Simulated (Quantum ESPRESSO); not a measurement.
# Al (P6_3/mmc) in Quantum ESPRESSO: further runs

The runs below take Al through relaxation of the atoms, with PBEsol.

Everything below comes from runs of Quantum ESPRESSO 7.5. Logs are shortened: lines on timing, memory, paths and dates and some standing lists are left out, and cuts for length are marked.

## 1. The crystal as given

The structure is hexagonal, space group P6_3/mmc (No. 194). The conventional cell has a = 2.812 Å, b = 2.812 Å, c = 4.672 Å, α = 90.00°, β = 90.00°, γ = 120.00°. Al (site symmetry -6m2) has 12 Al at 2.81 to 2.84 Å as nearest neighbours.

This isn't the form of Al at room conditions, which is fcc.

## 2. Relaxation of the atoms, PBEsol, 16.00 Å³/atom

pw.in reads:

```
&CONTROL
  calculation = 'relax'
  prefix = 'pwscf'
  outdir = './tmp'
  pseudo_dir = './pseudo'
  tprnfor = .true.
  tstress = .true.
  disk_io = 'low'
  nstep = 40
  forc_conv_thr = 0.0004
  etot_conv_thr = 1d-05
/
&SYSTEM
  ibrav = 0
  A = 2.81245535
  nat = 2
  ntyp = 1
  ecutwfc = 45
  ecutrho = 360
  nbnd = 8
  occupations = 'smearing'
  smearing = 'fd'
  degauss = 0.00367493
/
&ELECTRONS
  conv_thr = 4d-10
  electron_maxstep = 120
  mixing_beta = 0.5
/
&IONS
  ion_dynamics = 'bfgs'
/
ATOMIC_SPECIES
Al    26.9815 al_pbesol_v1.uspp.F.UPF
CELL_PARAMETERS alat
   1.0000000005    0.0000000000    0.0000000000
  -0.5000000002    0.8660254042    0.0000000000
   0.0000000000    0.0000000000    1.6612445065
ATOMIC_POSITIONS alat
Al     0.0000000000    0.5773502695    0.4153111266
Al     0.5000000003    0.2886751347    1.2459333799
K_POINTS automatic
11 11 6 0 0 0
```

Potentials or basis: GBRV 1.5 PBEsol.

On the command line:

```console
$ OMP_NUM_THREADS=1 mpirun -n 2 pw.x -nk 2 -in pw.in > pw.out
```

pw.out:

```text
This program is part of the open-source Quantum ESPRESSO suite
     for quantum simulation of materials; please cite
         "P. Giannozzi et al., J. Phys.:Condens. Matter 21 395502 (2009);
         "P. Giannozzi et al., J. Phys.:Condens. Matter 29 465901 (2017);
         "P. Giannozzi et al., J. Chem. Phys. 152 154105 (2020);
     in publications or presentations arising from this work. More details at

     Message from routine setup:
     using ibrav=0 with symmetry is DISCOURAGED, use correct ibrav instead

     K-points division:     npool     =       2
     Subspace diagonalization in iterative solution of the eigenvalue problem:
     a serial algorithm will be used

     G-vector sticks info
     --------------------
     sticks:   dense  smooth     PW     G-vecs:    dense   smooth      PW
     Sum         703     349    109                24887     8809    1581

     Using Slab Decomposition

     bravais-lattice index     =            0
     lattice parameter (alat)  =       5.3148  a.u.
     unit-cell volume          =     215.9821 (a.u.)^3
     number of atoms/cell      =            2
     number of atomic types    =            1
     number of electrons       =         6.00
     number of Kohn-Sham states=            8
     kinetic-energy cutoff     =      45.0000  Ry
     charge density cutoff     =     360.0000  Ry
     scf convergence threshold =      4.0E-10
     mixing beta               =       0.5000
     number of iterations used =            8  plain     mixing
     energy convergence thresh.=      1.0E-05
     force convergence thresh. =      4.0E-04
     Exchange-correlation= SLA  PW   PSX  PSC
                           (   1   4  10   8   0   0   0)
     nstep                     =           40

     celldm(1)=   5.314770  celldm(2)=   0.000000  celldm(3)=   0.000000
     celldm(4)=   0.000000  celldm(5)=   0.000000  celldm(6)=   0.000000

     crystal axes: (cart. coord. in units of alat)
               a(1) = (   1.000000   0.000000   0.000000 )
               a(2) = (  -0.500000   0.866025   0.000000 )
               a(3) = (   0.000000   0.000000   1.661245 )

     reciprocal axes: (cart. coord. in units 2 pi/alat)
               b(1) = (  1.000000  0.577350 -0.000000 )
               b(2) = (  0.000000  1.154701  0.000000 )
               b(3) = (  0.000000 -0.000000  0.601958 )

     PseudoPot. # 1 for Al read from file:
     al_pbesol_v1.uspp.F.UPF
     Pseudo is Ultrasoft + core correction, Zval =  3.0
     Generated by new atomic code, or converted to UPF format
     Using radial grid of  893 points,  3 beta functions with:
                l(1) =   0
                l(2) =   1
                l(3) =   2
     Q(r) pseudized with  8 coefficients,  rinner =    0.900   0.900   0.900
                                                       0.900   0.900

     atomic species   valence    mass     pseudopotential
     Al                3.00    26.98150     Al( 1.00)

     24 Sym. Ops., with inversion, found (12 have fractional translation)

   Cartesian axes

     site n.     atom                  positions (alat units)
         1        Al     tau(   1) = (   0.0000000   0.5773503   0.4153111  )
         2        Al     tau(   2) = (   0.5000000   0.2886751   1.2459334  )

     number of k points=    64  Fermi-Dirac smearing, width (Ry)=  0.0037
                       cart. coord. in units 2pi/alat
        k(    1) = (   0.0000000   0.0000000   0.0000000), wk =   0.0027548
        k(    2) = (   0.0000000   0.0000000   0.1003264), wk =   0.0055096
        k(    3) = (   0.0000000   0.0000000   0.2006528), wk =   0.0055096
        k(    4) = (   0.0000000   0.0000000  -0.3009792), wk =   0.0027548
        k(    5) = (   0.0000000   0.1049728   0.0000000), wk =   0.0165289
        k(    6) = (   0.0000000   0.1049728   0.1003264), wk =   0.0330579
[... 56 lines left out ...]
        k(   63) = (   0.2727273   0.5773503   0.2006528), wk =   0.0330579
        k(   64) = (   0.2727273   0.5773503  -0.3009792), wk =   0.0165289

     Dense  grid:    24887 G-vectors     FFT dimensions: (  36,  36,  54)

     Smooth grid:     8809 G-vectors     FFT dimensions: (  24,  24,  40)

     Initial potential from superposition of free atoms

     starting charge       5.9953, renormalised to       6.0000
     Starting wfcs are    8 randomized atomic wfcs

     Self-consistent Calculation

     iteration #  1     ecut=    45.00 Ry     beta= 0.50
     Davidson diagonalization with overlap
     ethr =  1.00E-02,  avg # of iterations =  4.6

     Threshold (ethr) on eigenvalues was too large:
     Diagonalizing with lowered threshold

     Davidson diagonalization with overlap
     ethr =  1.92E-04,  avg # of iterations =  3.0

     total energy              =     -13.32625178 Ry
     estimated scf accuracy    <       0.01167783 Ry

     iteration #  2     ecut=    45.00 Ry     beta= 0.50
     Davidson diagonalization with overlap
     ethr =  1.95E-04,  avg # of iterations =  1.0

     total energy              =     -13.32539235 Ry
     estimated scf accuracy    <       0.00239816 Ry

     iteration #  3     ecut=    45.00 Ry     beta= 0.50
     Davidson diagonalization with overlap
     ethr =  4.00E-05,  avg # of iterations =  1.2

     total energy              =     -13.32549887 Ry
     estimated scf accuracy    <       0.00000392 Ry

     iteration #  4     ecut=    45.00 Ry     beta= 0.50
     Davidson diagonalization with overlap
     ethr =  6.53E-08,  avg # of iterations =  3.6

     total energy              =     -13.32550309 Ry
     estimated scf accuracy    <       0.00000011 Ry

     iteration #  5     ecut=    45.00 Ry     beta= 0.50
     Davidson diagonalization with overlap
     ethr =  1.89E-09,  avg # of iterations =  2.0

     total energy              =     -13.32550310 Ry
     estimated scf accuracy    <       0.00000004 Ry

     iteration #  6     ecut=    45.00 Ry     beta= 0.50
     Davidson diagonalization with overlap
     ethr =  5.86E-10,  avg # of iterations =  1.0

     total energy              =     -13.32550310 Ry
     estimated scf accuracy    <          9.8E-10 Ry

     iteration #  7     ecut=    45.00 Ry     beta= 0.50
     Davidson diagonalization with overlap
     ethr =  1.64E-11,  avg # of iterations =  1.2

     End of self-consistent calculation

          k = 0.0000 0.0000 0.0000 (  1099 PWs)   bands (ev):

    -3.2162   3.3285   3.5329  19.1764  19.1764  19.5036  19.5036  20.1902

          k = 0.0000 0.0000 0.1003 (  1111 PWs)   bands (ev):

    -3.0279   1.4266   5.7656  17.8161  19.3197  19.3197  19.6614  19.6614

          k = 0.0000 0.0000 0.2007 (  1117 PWs)   bands (ev):

    -2.4642  -0.2290   8.4103  14.5243  19.7434  19.7434  20.1120  20.1120

          k = 0.0000 0.0000-0.3010 (  1074 PWs)   bands (ev):

    -1.5291  -1.5291  11.3449  11.3449  20.3530  20.3530  20.3530  20.3530

          k = 0.0000 0.1050 0.0000 (  1104 PWs)   bands (ev):

    -3.0101   3.5220   3.7324  16.2148  17.5899  18.8489  21.0149  21.4240

          k = 0.0000 0.1050 0.1003 (  1106 PWs)   bands (ev):

    -2.8220   1.6263   5.9576  16.3240  17.7462  17.9681  19.3650  20.5856

          k = 0.0000 0.1050 0.2007 (  1104 PWs)   bands (ev):

    -2.2591  -0.0269   8.5951  14.6433  16.9671  18.2145  18.6761  20.0678

          k = 0.0000 0.1050-0.3010 (  1114 PWs)   bands (ev):

    -1.3252  -1.3252  11.5160  11.5160  17.7004  17.7004  18.9920  18.9920

          k = 0.0000 0.2099 0.0000 (  1098 PWs)   bands (ev):

    -2.3935   4.1019   4.3242  12.7942  16.1991  17.3290  18.7746  19.0443

          k = 0.0000 0.2099 0.1003 (  1104 PWs)   bands (ev):

    -2.2062   2.2228   6.5273  12.9555  16.3575  16.7345  17.6851  19.3204

          k = 0.0000 0.2099 0.2007 (  1110 PWs)   bands (ev):

    -1.6454   0.5775   9.1350  13.3893  15.1312  15.6239  16.8329  18.7323

          k = 0.0000 0.2099-0.3010 (  1108 PWs)   bands (ev):

    -0.7153  -0.7153  11.9702  11.9702  14.4297  14.4297  17.6249  17.6249

          k = 0.0000 0.3149 0.0000 (  1106 PWs)   bands (ev):

    -1.3714   5.0665   5.2762   9.6332  15.1552  15.2817  15.6434  17.2378

          k = 0.0000 0.3149 0.1003 (  1106 PWs)   bands (ev):

    -1.1853   3.2075   7.4259   9.8304  13.7902  15.3144  16.5961  17.9871

          k = 0.0000 0.3149 0.2007 (  1098 PWs)   bands (ev):

    -0.6283   1.5777   9.7047  10.5939  12.3569  15.7922  15.9233  17.7040

          k = 0.0000 0.3149-0.3010 (  1106 PWs)   bands (ev):

     0.2951   0.2951  10.9439  10.9439  13.1888  13.1888  16.5888  16.5888

          k = 0.0000 0.4199 0.0000 (  1102 PWs)   bands (ev):

     0.0477   6.0626   6.4100   7.3192  12.8142  12.8853  14.4593  16.2737

          k = 0.0000 0.4199 0.1003 (  1095 PWs)   bands (ev):
[... 141 lines left out ...]
     2.4443   4.5860   8.4201   8.6606   9.4628  10.9244  11.7157  15.2741

          k = 0.1818 0.5249 0.1003 (  1107 PWs)   bands (ev):

     2.6236   4.7399   6.9704   8.7394   9.3777  11.4119  13.0626  14.0472

          k = 0.1818 0.5249 0.2007 (  1092 PWs)   bands (ev):

     3.1570   4.9385   5.7609   7.4799   9.7252  11.6649  14.1301  16.0364

          k = 0.1818 0.5249-0.3010 (  1094 PWs)   bands (ev):

     4.0214   4.0214   6.3171   6.3171  10.5613  10.5613  16.7635  16.7635

          k = 0.2727 0.4724 0.0000 (  1106 PWs)   bands (ev):

     2.2476   6.3288   6.5983   8.4946   9.1703  12.2900  12.9545  13.5148

          k = 0.2727 0.4724 0.1003 (  1095 PWs)   bands (ev):

     2.4277   6.1586   6.7674   7.3265  10.3945  11.0527  11.9829  15.3825

          k = 0.2727 0.4724 0.2007 (  1095 PWs)   bands (ev):

     2.9649   5.0307   7.2587   7.3933   9.4671   9.5917  13.9141  17.5893

          k = 0.2727 0.4724-0.3010 (  1092 PWs)   bands (ev):

     3.8472   3.8472   7.8305   7.8305   8.6861   8.6861  16.6250  16.6250

          k = 0.2727 0.5774 0.0000 (  1102 PWs)   bands (ev):

     4.1578   4.2585   6.3112  10.0298  10.2997  10.7461  11.7173  12.9527

          k = 0.2727 0.5774 0.1003 (  1098 PWs)   bands (ev):

     4.3284   4.4299   6.4439   8.7393   8.8583  10.7226  13.2416  13.3280

          k = 0.2727 0.5774 0.2007 (  1090 PWs)   bands (ev):

     4.8202   4.9254   6.5881   7.2150   7.7742   9.3286  15.6304  15.7377

          k = 0.2727 0.5774-0.3010 (  1084 PWs)   bands (ev):

     5.3953   5.3953   6.2317   6.2317   8.1961   8.1961  17.8850  17.8850

     the Fermi energy is     8.1900 ev

!    total energy              =     -13.32550310 Ry
     estimated scf accuracy    <          4.9E-11 Ry
     smearing contrib. (-TS)   =      -0.00035210 Ry
     internal energy E=F+TS    =     -13.32515101 Ry

     The total energy is F=E-TS. E is the sum of the following terms:
     one-electron contribution =       6.11334668 Ry
     hartree contribution      =       0.01629849 Ry
     xc contribution           =      -8.53827882 Ry
     ewald contribution        =     -10.91651736 Ry

     convergence has been achieved in   7 iterations

     Forces acting on atoms (cartesian axes, Ry/au):

     atom    1 type  1   force =    -0.00000000    0.00000000    0.00000000
     atom    2 type  1   force =     0.00000000   -0.00000000    0.00000000

     Total force =     0.000000     Total SCF correction =     0.000000

     Computing stress (Cartesian axis) and pressure

          total   stress  (Ry/bohr**3)                   (kbar)     P=       15.57
   0.00012954  -0.00000000   0.00000000           19.06       -0.00        0.00
  -0.00000000   0.00012954   0.00000000           -0.00       19.06        0.00
   0.00000000  -0.00000000   0.00005845            0.00       -0.00        8.60

     BFGS Geometry Optimization
     Energy error            =      1.5E-54 Ry
     Gradient error          =      8.1E-28 Ry/Bohr

     bfgs converged in   1 scf cycles and   0 bfgs steps
     (criteria: energy <  1.0E-05 Ry, force <  4.0E-04 Ry/Bohr)

     End of BFGS Geometry Optimization

     Final energy             =     -13.3255031038 Ry
Begin final coordinates

ATOMIC_POSITIONS (alat)
Al              -0.0000000000        0.5773502695        0.4153111266
Al               0.5000000003        0.2886751347        1.2459333799
End final coordinates

=------------------------------------------------------------------------------=
   JOB DONE.
=------------------------------------------------------------------------------=
```

Run time: 3.8 s. Hardware: 2 MPI ranks of Arm Neoverse V2, shared host; peak memory 0.12 GiB.

What came out:

```
Free energy             : -181.3027 eV
Pressure after relaxing : 1.6 GPa
Band gap on the k mesh  : none (metal or under the smearing width)
```

Caveat: the relaxation stopped at its first step, so nothing moved.

## 3. Relaxation of the atoms, PBEsol, 16.34 Å³/atom

pw.in, as its differences from that of step 2:

```diff
@@ -14,3 +14,3 @@
   ibrav = 0
-  A = 2.81245535
+  celldm(1) = 8
   nat = 2
@@ -35,8 +35,8 @@
 CELL_PARAMETERS alat
-   1.0000000005    0.0000000000    0.0000000000
-  -0.5000000002    0.8660254042    0.0000000000
-   0.0000000000    0.0000000000    1.6612445065
-ATOMIC_POSITIONS alat
-Al     0.0000000000    0.5773502695    0.4153111266
-Al     0.5000000003    0.2886751347    1.2459333799
+  0.6643462940091   0.0000000000000   0.0000000000000
+ -0.3321731469928   0.5753407675200   0.0000000000000
+  0.0000000000000   0.0000000000000   1.1266341647303
+ATOMIC_POSITIONS crystal
+Al     0.3333333333    0.6666666667    0.2500000000
+Al     0.6666666667    0.3333333333    0.7500000000
 K_POINTS automatic
```

Potentials or basis: GBRV 1.5 PBEsol.

On the command line:

```console
$ OMP_NUM_THREADS=1 mpirun -n 2 pw.x -nk 2 -in pw.in > pw.out
```

It took 3.9 s on 2 MPI ranks of Arm Neoverse V2, shared host; peak memory 0.12 GiB.

It converged, with:

| Quantity | Value |
| --- | --- |
| Free energy | -181.2976 eV |
| Pressure after relaxing | -0.1 GPa |
| Band gap on the k mesh | none (metal or under the smearing width) |

Caveat: the relaxation stopped at its first step, so nothing moved.
